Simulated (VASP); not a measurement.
TiO2: single point with PBE

The system is TiO2.

```
CELL_PARAMETERS angstrom
4.81270 0.00000 0.00000
0.00000 4.87188 0.00000
-0.86289 0.00000 4.96659
ATOMIC_POSITIONS crystal
Ti 0.27744 0.05281 0.21315
Ti 0.72256 0.55281 0.28685
Ti 0.72256 0.94719 0.78685
Ti 0.27744 0.44719 0.71315
O 0.06384 0.17697 0.85156
O 0.93616 0.67697 0.64844
O 0.93616 0.82303 0.14844
O 0.06384 0.32303 0.35156
O 0.44536 0.75763 0.46677
O 0.55464 0.25763 0.03323
O 0.55464 0.24237 0.53323
O 0.44536 0.74237 0.96677
```

The cell comes from a database or a generator and needn't be the stable form of this composition.

```json
{
  "Program": "VASP 6.6.1",
  "Task": "single point",
  "Functional": "PBE",
  "Potentials or basis": "VASP PAW PBE potentials, release 64 (Ti_sv, O)",
  "Cutoff": "520 eV",
  "k mesh": "6 × 6 × 6",
  "Occupations": "fermi-dirac, width 0.05 eV",
  "Spin": "no spin polarisation",
  "Further INCAR settings": "ALGO = Normal; EDIFF = 1e-07; NBANDS = 60"
}
```

```
Pressure               : 4.9 GPa
Largest force          : 0.100 eV/Å
Band gap on the k mesh : 2.28 eV, indirect (least direct gap 2.35 eV)
```

Forces in eV/Å, atoms in the order of the input:
```
Ti   0.027  0.053  0.080
Ti  -0.027  0.053 -0.080
Ti  -0.027 -0.053 -0.080
Ti   0.027 -0.053  0.080
O   -0.024  0.019 -0.073
O    0.024  0.019  0.073
O    0.024 -0.019  0.073
O   -0.024 -0.019 -0.073
O   -0.057  0.012  0.002
O    0.057  0.012 -0.002
O    0.057 -0.012 -0.002
O   -0.057 -0.012  0.002
```

Stress tensor (GPa, compression positive):
```
4.83 0.00 0.03
0.00 4.92 0.00
0.03 0.00 5.00
```

Levels at points of the mesh, in eV from the valence-band top:
| k point | band 45 | band 46 | band 47 | band 48 | band 49 | band 50 | band 51 | band 52 |
| --- | --- | --- | --- | --- | --- | --- | --- | --- |
| (0.00, 0.00, 0.00) | -0.66 | -0.56 | -0.01 | 0.00 | 2.43 | 2.53 | 2.90 | 3.00 |
| (0.50, 0.00, 0.00) | -0.84 | -0.73 | -0.51 | -0.07 | 2.28 | 2.84 | 2.85 | 2.99 |
| (0.00, 0.50, 0.00) | -0.93 | -0.93 | -0.37 | -0.37 | 2.82 | 2.82 | 3.15 | 3.15 |
| (0.50, 0.50, 0.00) | -0.96 | -0.96 | -0.74 | -0.74 | 2.68 | 2.68 | 2.94 | 2.94 |
| (0.00, 0.00, 0.50) | -1.07 | -1.07 | -0.41 | -0.41 | 2.63 | 2.63 | 2.84 | 2.84 |
| (0.50, 0.00, 0.50) | -1.08 | -1.08 | -0.63 | -0.63 | 2.35 | 2.35 | 3.25 | 3.25 |
| (0.00, 0.50, 0.50) | -1.11 | -1.11 | -0.84 | -0.84 | 2.66 | 2.66 | 2.78 | 2.78 |
| (0.50, 0.50, 0.50) | -1.17 | -1.17 | -0.92 | -0.92 | 2.54 | 2.54 | 2.88 | 2.88 |

Run time: 9.4 min on 1 thread of Intel(R) Xeon(R) Platinum 8259CL CPU @ 2.50GHz (Skylake/Cascade Lake), on a shared host, peak memory 0.48 GiB.

A k mesh can miss the band edges.
